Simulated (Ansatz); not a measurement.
# 1T-IrSeTe monolayer in a perpendicular field, part 3 of 3

What dipole does a perpendicular field induce in the 1T-IrSeTe monolayer? A positive field points along +c.

Ansatz 0.2.0; plane-wave DFT, PBEsol-D3(BJ), Ansatz PAW.

So far. Step 8 (Atoms held, field 0.35 V/Å): The dipole is 0.111 e·Å, 0.121 e·Å from its value without field.

### Step 9. Response, atoms held

This step: plane-wave DFT, PBEsol-D3(BJ), Ansatz PAW; response to a field along the normal, atoms held (Ansatz 0.2.0).

The dipoles give the slope, and the difference of two potentials shows where the field is screened.

Numbers from this step:

```yaml
equivalent_conductor_thickness_p_eps_0ae: 5.401 Å
distance_between_the_outer_atoms: 2.873 Å
```

Dipole of the cell against applied field:

| applied field (V/Å) | dipole of the cell (e·Å) |
| --- | --- |
| -0.200 | -0.0788 |
| -0.100 | -0.0444 |
| 0.000 | -0.00986 |
| 0.100 | 0.0246 |
| 0.200 | 0.0592 |
| 0.350 | 0.111 |

Local field over the applied field, running mean. From the potentials at -0.1 and 0.1 V/Å; running mean over 2.5 Å. Table of local field over applied field by z:

z (Å), local field over applied field and a bar:
```
     4.06      0.999 ##############################
     4.35      0.997 ##############################
     4.78      0.994 ##############################
     5.07      0.988 ##############################
     5.51      0.973 #############################
     5.80      0.953 #############################
     6.09      0.921 ############################
     6.52      0.842 #########################
     6.81      0.765 #######################
     7.10      0.674 ####################
     7.54      0.526 ################
     7.83      0.424 #############
     8.26      0.275 ########
     8.55      0.187 #####
     8.84      0.117 ###
     9.28      0.051 #
     9.57      0.029 
     9.86      0.018 
    10.29      0.013 
    10.58      0.019 
    11.02      0.039 #
    11.31      0.061 #
    11.60      0.097 ###
    12.03      0.187 #####
    12.32      0.268 ########
    12.61      0.362 ###########
    13.05      0.513 ###############
    13.34      0.614 ##################
    13.77      0.759 #######################
    14.06      0.840 #########################
    14.35      0.901 ###########################
    14.78      0.956 #############################
    15.07      0.975 #############################
    15.36      0.986 ##############################
    15.80      0.994 ##############################
    16.09      0.997 ##############################
    16.52      0.999 ##############################
    16.81      0.999 ##############################
```

Electrons, planar mean, per unit field. Table of induced electron density by z:

```csv
z (Å),induced electron density (e/Å³ per V/Å)
4.06,6.2e-6
4.35,1.2e-5
4.78,2.9e-5
5.07,5.4e-5
5.51,1.3e-4
5.80,2.3e-4
6.09,4.0e-4
6.52,8.7e-4
6.81,0.00142
7.10,0.00214
7.54,0.00318
7.83,0.00324
8.26,0.00167
8.55,9.4e-4
8.84,1.0e-3
9.28,5.1e-4
9.57,2.8e-4
9.86,-3.5e-4
10.29,-1.0e-4
10.58,-3.6e-4
11.02,2.6e-4
11.31,-3.4e-4
11.60,-4.8e-4
12.03,-6.0e-4
12.32,-0.00143
12.61,-0.00294
13.05,-0.00353
13.34,-0.00276
13.77,-0.00145
14.06,-8.6e-4
14.35,-4.9e-4
14.78,-2.1e-4
15.07,-1.1e-4
15.36,-6.2e-5
15.80,-2.4e-5
16.09,-1.3e-5
16.52,-5.1e-6
16.81,-2.7e-6
```

By hand: between -0.1 and 0.1 V/Å the dipole changes by 0.06899 e·Å, a slope of 0.3450 e·Å²/V. A perfect conductor of thickness t has p = ε₀AEt, so t = 180.95 × 0.3450 / 11.558 = 5.40 Å (e/ε₀ = 180.95 V·Å, A in Å²).

The induced dipole is that of a conductor 5.40 Å thick.

### Step 10. A changed input

This step: plane-wave DFT, PBEsol-D3(BJ), Ansatz PAW (Ansatz 0.2.0).

An input spoilt on purpose, to show how the run answers: it repeats the earlier run at 0.1 V/Å with efield.amplitude from 0.1 to 0 and efield.dipole_correction from true to false, and scf.max_iter set to 75.

The input, input.yaml:

```yaml
crystal:
  lattice:
    - [3.6531879834, 0.0, 0.0]
    - [-1.8265939917, 3.1637535984, 0.0]
    - [0.0, 0.0, 20.8725033774]
  atoms:
    - { symbol: Te, position: [0.6666666667, 0.3333333333, 0.4311892942] }
    - { symbol: Ir, position: [0.0, 0.0, 0.5097835585] }
    - { symbol: Se, position: [0.3333333333, 0.6666666667, 0.5688107058] }
kpoints:
  mp_grid: { grid: [18, 18, 1] }
  band_path:
    path: [[0, 0, 0], [0.5, 0, 0], [0.33333333, 0.33333333, 0], [0, 0, 0]]
    npoints: 16
hamiltonian:
  xc: pbesol
  dispersion: d3bj
scf:
  occupations: { method: fermi_dirac, width: 0.05 }
  convergence: { dr2_threshold: 1.0e-10 }
  max_iter: 75
efield:
  axis: 3
  dipole_correction: false
  ramp_position: 0.97
  ramp_width: 0.06
  amplitude: 0
output:
  write_potential: true
  write_density: true
  volumetric_format: npy
```

Command:

```sh
> ansatz run input.yaml --threads 4 --pin off --max-ram 6144MiB --backend cpu --events-out ev --progress --plain --runs-dir out
```

The log of the run:

```text
Error: invalid value for `efield.amplitude`: is zero with dipole_correction: false — the section would apply nothing; set a non-zero amplitude, enable dipole_correction, or remove the block
```

Elapsed: 0.03 s, on 4 threads of Intel Xeon Platinum 8488C (Sapphire Rapids), shared host; peak memory 0.042 GiB.

The program refused the input before any cycle.

The program's message: “Error: invalid value for `efield.amplitude`: is zero with dipole_correction: false — the section would apply nothing; set a non-zero amplitude, enable dipole_correction, or remove the block”

The fault put into the input: a field block that applies nothing.

### Step 11. Results

```
gap without field                          : none
work function, upper face                  : 4.89 eV
step between the vacuum levels             : 0.154 eV
equivalent conductor thickness, atoms held : 5.40 Å
```

**Reading.** The induced dipole equals that of a perfect conductor 5.40 Å thick, while the outer atoms lie 2.87 Å apart. The two faces differ: the vacuum level above lies 0.15 eV higher than the one below. There is no gap over 0.03 eV, with or without the field. The first relaxation ran with spin and lost its moment, and the later runs have none; other magnetic states were not tried. Spin-orbit coupling is left out, which matters for the bands of elements this heavy. With this functional, D3(BJ) tends to leave the relaxed cell short of measured lattice constants, by some per cent.

[Logs are printed without paths, hosts, clocks, repeated set-up lines and the standing remarks that a program may print on its own settings, such as how far it seeks lower states.]

[Hosts, paths, dates, database ids (printed as entryN), source tags and the programs' standing remarks are cut or masked in the printed files.]

[Maps of the electrostatic potential energy from Ansatz leave out the sawtooth potential of an applied field or a dipole correction, so their vacuum need not be flat; planar profiles and work functions include it.]
